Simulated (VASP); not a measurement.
W, 1 atom in the cell. It takes space group Im-3m (No. 229, cubic). The conventional cell has a = 3.189 Å, b = 3.189 Å, c = 3.189 Å, α = 90.00°, β = 90.00°, γ = 90.00°. Around W (site symmetry m-3m) lie 8 W at 2.76 Å. 

```yaml
Program: VASP 6.6.1
Task: relaxation of cell and atoms
Functional: PBE
Potentials_or_basis: VASP PAW PBE potentials, release 64 (W_sv)
Cutoff: 520 eV
k_mesh: 18 × 18 × 18
Occupations: gaussian, width 0.1 eV
Spin: non-collinear spin, zero start, spin-orbit coupling
Starting_moments: "[[0.0, 0.0, 0.0]] μB"
Further_INCAR_settings: ALGO = Normal; EDIFF = 1e-07; IBRION = 2; EDIFFG = -0.002; NSW = 80; ISIF = 3
```

Potentials or basis: VASP PAW PBE potentials, release 64 (W_sv).

Launch:

```sh
$ cat potpaw_PBE.64/W_sv/POTCAR > POTCAR
$ mpirun -np 4 vasp_ncl > vasp.out
```

Hardware: 4 MPI ranks on Intel(R) Xeon(R) 6975P-C (Granite Rapids), with other jobs on the host.

**Question.** Estimate the wall time of this run.

**Answer.** Wall time 18 s on 4 MPI ranks on Intel(R) Xeon(R) 6975P-C (Granite Rapids) (shared host), peak memory 0.26 GiB a rank. Counts: scf iterations 13, k points 195, ion steps 1.
